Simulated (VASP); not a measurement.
# TiCo (P4/mmm) in VASP: single point with PBEsol

Aim: the single point of TiCo with PBEsol.

Program: VASP 6.6.1. These are calculated values, not measurements. Logs are shortened: lines on timing, memory, paths and dates and some standing lists are left out, and cuts for length are marked.

### 1 The structure

It takes space group P4/mmm (No. 123, tetragonal). Conventional cell: a = 3.352 Å, b = 3.352 Å, c = 2.370 Å, α = 90.00°, β = 90.00°, γ = 90.00°. Ti (site symmetry 4/mmm) is surrounded by 2 Ti at 2.37 Å and 8 Co at 2.65 Å. Around Co (site symmetry 4/mmm) lie 2 Co at 2.37 Å and 8 Ti at 2.65 Å.

The cell comes from a database or a generator and needn't be the stable form of this composition.

### 2 Single point, PBEsol, collinear spin, typed start

INCAR

```
SYSTEM = TiCo
  PREC = Accurate
  ENCUT = 520
  EDIFF = 1E-6
  ISMEAR = 0
  SIGMA = 0.15
  LREAL = .False.
  LASPH = .True.
  NELM = 150
  ALGO = Fast
  ISIF = 2
  LWAVE = .False.
  LCHARG = .False.
  ISPIN = 2
  MAGMOM = 0 0.4
  LORBIT = 11
  LMAXMIX = 4
  GGA = PS
  NBANDS = 22
```

KPOINTS

```
regular mesh
0
Gamma
  18 18 18
  0 0 0
```

POSCAR

```
TiCo
1.0
    3.3519649951      0.0000000000      0.0000000000
    0.0000000000      3.3519649951      0.0000000000
    0.0000000000      0.0000000000      2.3698392515
Ti Co
1 1
Direct
    0.0000000000      0.0000000000      0.0000000000
    0.5000000000      0.5000000000      0.5000000000
```

Potentials or basis: VASP PAW PBE potentials, release 64 (Ti_sv, Co).

Launch:

```bash
> cat potpaw_PBE.64/Ti_sv/POTCAR potpaw_PBE.64/Co/POTCAR > POTCAR
> mpirun -np 1 vasp_std > vasp.out
```

OUTCAR:

```text
SYSTEM = TiCo
   PREC = Accurate
   ENCUT = 520
   EDIFF = 1E-6
   ISMEAR = 0
   LREAL = .False.
   LASPH = .True.
   NELM = 150
   ISIF = 2
   ISPIN = 2
   LORBIT = 11
   GGA = PS

 ion  position               nearest neighbor table
   1  0.000  0.000  0.000-   2 2.65   2 2.65   2 2.65   2 2.65   2 2.65   2 2.65   2 2.65   2 2.65

   2  0.500  0.500  0.500-   1 2.65   1 2.65   1 2.65   1 2.65   1 2.65   1 2.65   1 2.65   1 2.65

  LATTYP: Found a simple tetragonal cell.
 ALAT       =     3.3519649951
 C/A-ratio  =     0.7070000000

  Lattice vectors:

 A1 = (   3.3519649951,   0.0000000000,   0.0000000000)
 A2 = (   0.0000000000,   3.3519649951,   0.0000000000)
 A3 = (   0.0000000000,   0.0000000000,   2.3698392515)

Analysis of symmetry for initial positions (statically):
=====================================================================
 Subroutine PRICEL returns:
 Original cell was already a primitive cell.

 Routine SETGRP: Setting up the symmetry group for a
 simple tetragonal supercell.

 Subroutine GETGRP returns: Found 16 space group operations
 (whereof 16 operations were pure point group operations)
 out of a pool of 16 trial point group operations.

The static configuration has the point symmetry D_4h.

Analysis of symmetry for dynamics (positions and initial velocities):
=====================================================================
 Subroutine PRICEL returns:
 Original cell was already a primitive cell.

 Routine SETGRP: Setting up the symmetry group for a
 simple tetragonal supercell.

 Subroutine GETGRP returns: Found 16 space group operations
 (whereof 16 operations were pure point group operations)
 out of a pool of 16 trial point group operations.

The dynamic configuration has the point symmetry D_4h.

Analysis of structural, dynamic, and magnetic symmetry:
=====================================================================
 Subroutine PRICEL returns:
 Original cell was already a primitive cell.

 Routine SETGRP: Setting up the symmetry group for a
 simple tetragonal supercell.

 Subroutine GETGRP returns: Found 16 space group operations
 (whereof 16 operations were pure point group operations)
 out of a pool of 16 trial point group operations.

The overall configuration has the point symmetry D_4h.

 Subroutine INISYM returns: Found 16 space group operations
 (whereof 16 operations are pure point group operations),
 and found     1 'primitive' translations

----------------------------------------------------------------------------------------

[... 111 lines left out ...]
     AMIX     =   0.40;   BMIX     =  1.00
     AMIX_MAG =   1.60;   BMIX_MAG =  1.00
  volume/ion in A,a.u.               =      13.31        89.84
  Fermi-wavevector in a.u.,A,eV,Ry     =   1.512546  2.858298 31.127355  2.287796
  Thomas-Fermi vector in A             =   2.622456
   LORBIT       =     11    0 simple, 1 ext, 2 COOP (PROOUT), +10 PAW based schemes
   GGA     = PS    functional components
   LHFCALC =     F    Hartree Fock is set to
   AEXX    =    0.0000 exact exchange contribution
   IVDW    =     0    specifies the selected vdW correction
   LEPSILON=     F    determine dielectric tensor
   LRPA    =     F    only Hartree local field effects (RPA)
 spin polarized calculation
 RMM-DIIS sequential band-by-band and
 Gauss-broadening in eV      SIGMA  =   0.15
  energy-cutoff  :      520.00
  volume of cell :       26.63
 maximum number of plane-waves:       736
 NGX is ok and might be reduce to    28
   NGX = 13   NGY = 13   NGZ =  9

 number of electron      20.9999997 magnetization       0.3179329

 Free energy of the ion-electron system (eV)
  ---------------------------------------------------
  ext. energy  EPLUGINS =         0.00000000
  ---------------------------------------------------
  free energy    TOTEN  =       -16.12647857 eV

  energy without entropy =      -16.09137337  energy(sigma->0) =      -16.10892597

 E-fermi :   9.3624     XC(G=0): -12.6767

 val. band max:        9.3611784515   @ k =   0.5000   0.2222   0.0000
 cond. band min:       9.3627645120   @ k =   0.4444   0.4444   0.0556
 fundamental gap:      0.0015860605
 Fermi energy:         9.3624185627

 spin component 1

 k-point     1 :       0.0000    0.0000    0.0000
  band No.  band energies     occupation
      1     -47.0931      1.00000
      2     -23.3655      1.00000
      3     -23.3655      1.00000
      4     -22.3708      1.00000
      5       2.1032      1.00000
      6       5.6489      1.00000
[... 589 lines left out ...]
     21      29.0825      0.00000
     22      30.9081      0.00000

 [... further k-points ...]

 spin component 2

 k-point     1 :       0.0000    0.0000    0.0000
  band No.  band energies     occupation
      1     -47.1419      1.00000
      2     -23.4257      1.00000
      3     -23.4257      1.00000
      4     -22.4002      1.00000
      5       2.1002      1.00000
      6       5.8008      1.00000
[... 589 lines left out ...]
     21      29.1056      0.00000
     22      30.9458      0.00000

 [... further k-points ...]
[... 5 lines left out ...]
  --------------------------------------------------------------------------------------
  -------------------------------------------------------------------------------------
  Total       -2.7483486     -2.7483486      3.3925938      0.0000000      0.0000000      0.0000000
  in kB     -165.3729833   -165.3729833    204.1383571      0.0000000      0.0000000      0.0000000
  external PRESSURE =     -42.2025365 kB  Pullay stress =       0.0000000 kB

 VOLUME and BASIS-vectors are now :
 -----------------------------------------------------------------------------
  energy-cutoff  :      520.00
  volume of cell :       26.63
      direct lattice vectors                 reciprocal lattice vectors
     3.351964995  0.000000000  0.000000000     0.298332471  0.000000000  0.000000000
     0.000000000  3.351964995  0.000000000     0.000000000  0.298332471  0.000000000
     0.000000000  0.000000000  2.369839252     0.000000000  0.000000000  0.421969549

 POSITION                                       TOTAL-FORCE (eV/Angst)
 -----------------------------------------------------------------------------------
      0.00000      0.00000      0.00000         0.000000      0.000000      0.000000
      1.67598      1.67598      1.18492         0.000000      0.000000      0.000000
 -----------------------------------------------------------------------------------
    total drift:                                0.000000      0.000000      0.000000

  FREE ENERGIE OF THE ION-ELECTRON SYSTEM (eV)
  ---------------------------------------------------
  free  energy   TOTEN  =       -16.1264785742 eV

  energy  without entropy=      -16.0913733651  energy(sigma->0) =      -16.10892597

 total charge

# of ion       s       p       d       tot
------------------------------------------
    1        2.254   6.141   2.033  10.427
    2        0.542   0.446   7.341   8.329
--------------------------------------------------
tot          2.796   6.587   9.373  18.756

 magnetization (x)

# of ion       s       p       d       tot
------------------------------------------
    1       -0.002  -0.004  -0.053  -0.059
    2        0.003  -0.002   0.394   0.395
--------------------------------------------------
tot          0.001  -0.006   0.341   0.336
```

stdout:

```text
POSCAR found type information on POSCAR TiCo
 POSCAR found :  2 types and       2 ions
 scaLAPACK will be used
 -----------------------------------------------------------------------------
|                                                                             |
|                                                                             |
[... 20 lines left out ...]
WARNING in EDDRMM: call to ZHEGV failed, returncode =   8  4     22
WARNING in EDDRMM: call to ZHEGV failed, returncode =   8  4     21
WARNING in EDDRMM: call to ZHEGV failed, returncode =   6  3     16
WARNING in EDDRMM: call to ZHEGV failed, returncode =   8  4     14
WARNING in EDDRMM: call to ZHEGV failed, returncode =   6  3     11
WARNING in EDDRMM: call to ZHEGV failed, returncode =   6  3     16
WARNING in EDDRMM: call to ZHEGV failed, returncode =   8  4     17
WARNING in EDDRMM: call to ZHEGV failed, returncode =   6  3     13
```

Wall time 5.6 min (1 thread of Intel Xeon 6975P-C (Granite Rapids), shared host); peak memory 0.55 GiB.

Results:

| Quantity | Value |
| --- | --- |
| Free energy | -16.1265 eV |
| Pressure | -4.2 GPa |
| Band gap on the k mesh | none (metal or under the smearing width) |
| Net moment | 0.32 μB per cell |
| Site moments | Ti -0.06; Co +0.40 μB |
| Valence electrons inside the program's atomic spheres | Ti 10.43; Co 8.33 |

Caveat: the PAW data sets were made with another functional, which shifts forces and pressure a little.
